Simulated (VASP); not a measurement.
Set up this calculation in VASP 6.6.1, as the native input.

| Quantity | Value |
| --- | --- |
| Task | relaxation of the atoms |
| Functional | PBEsol |
| Potentials or basis | VASP PAW PBE potentials, release 64 (Ru_pv) |
| Cutoff | 520 eV |
| k mesh | 14 × 14 × 1 |
| Occupations | methfessel-paxton, width 0.1 eV |
| Spin | no spin polarisation |
| Dipole correction | yes |
| Atoms held fixed (from 0) | [0] |
| Further INCAR settings | ALGO = Normal; EDIFF = 1e-07; IBRION = 2; EDIFFG = -0.02; NSW = 90 |

The structure of Ru lies in POSCAR:

```
Ru
1.0
    2.6898417900      0.0000000000      0.0000000000
   -1.3449209000      2.3294712900      0.0000000000
    0.0000000000      0.0000000000     27.6699343500
Ru
4
Selective dynamics
Direct
    0.3333330000      0.6666670000      0.3848095400  F F F
    0.6666670000      0.3333330000      0.4616031800  T T T
    0.3333330000      0.6666670000      0.5383968200  T T T
    0.6666670000      0.3333330000      0.6151904600  T T T
```

The cell was built by a generator and needn't be a form met in nature.

The input as run:

INCAR

```
  PREC = Accurate
  ENCUT = 520
  EDIFF = 1E-7
  ISMEAR = 1
  SIGMA = 0.1
  LREAL = F
  LASPH = T
  NELM = 120
  ALGO = Normal
  ISIF = 2
  LWAVE = F
  LCHARG = F
  LDIPOL = T
  IDIPOL = 3
  DIPOL = 0.5 0.5 0.500
  GGA = PS
  IBRION = 2
  NSW = 90
  EDIFFG = -0.02
  KPAR = 2
```

KPOINTS

```
Automatic mesh
0
Gamma
  14 14 1
```

Potentials or basis: VASP PAW PBE potentials, release 64 (Ru_pv).

Launch:

```sh
$ cat potpaw_PBE.64/Ru_pv/POTCAR > POTCAR
$ mpirun -np 2 vasp_std > vasp.out
```

It gave:

```
Energy gained by relaxing : 13.5 meV/atom
Ionic steps               : 11
Band gap on the k mesh    : none (metal or under the smearing width)
```

Wall time 7.7 min on 2 MPI ranks on AMD EPYC 9R45 (Zen 5), with other jobs on the host, peak memory 0.3 GiB a rank.
